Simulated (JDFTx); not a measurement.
Pb:

```xyz
1
Lattice="0.0000 2.4750 2.4750 2.4750 0.0000 2.4750 2.4750 2.4750 0.0000" Properties=species:S:1:pos:R:3 pbc="T T T"
Pb    0.0000    0.0000    0.0000
```

| Quantity | Value |
| --- | --- |
| Program | JDFTx 1.7.0 (patched build) |
| Task | relaxation of cell and atoms |
| Functional | PBE |
| Potentials or basis | SPMS-PBE-1.0 with smoothed tails |
| Cutoff | 1088 eV |
| Density cutoff | 4354 eV |
| k mesh | 9 × 9 × 9 |
| Occupations | fermi-dirac, width 0.05 eV |
| Spin | no spin polarisation |

At the start: pressure 2.3 GPa; volume 30.32 Å³/atom.

Problem. How do energy, volume and symmetry change on relaxing?

Solution. Over 6 steps the energy falls by 10.3 meV/atom and the volume is 31.87 Å³/atom (+5.1 %); space group Fm-3m (No. 225, to 0.05 Å).

The path:
| step | energy change (eV) | largest force (eV/Å) | pressure (GPa) | volume (Å³) |
| --- | --- | --- | --- | --- |
| 1 | 0.0000 | 0.0000 | 2.26 | 30.32 |
| 2 | -0.0036 | 0.0000 | 1.78 | 30.61 |
| 3 | -0.0103 | 0.0000 | 0.18 | 31.73 |
| 4 | -0.0103 | 0.0000 | 0.02 | 31.86 |
| 5 | -0.0103 | 0.0000 | 0.00 | 31.87 |
| 6 | -0.0103 | 0.0000 | 0.00 | 31.87 |

Final structure:
```yaml
crystal:
  lattice:
    - [0.00000, 2.51641, 2.51641]
    - [2.51641, 0.00000, 2.51641]
    - [2.51641, 2.51641, 0.00000]
  atoms:
    - { symbol: Pb, position: [0.00000, 0.00000, 0.00000] }
```

The cell as given is a measured one (30.32 Å³/atom); PBE puts the equilibrium volume +5.1 % from it, thermal expansion not counted.
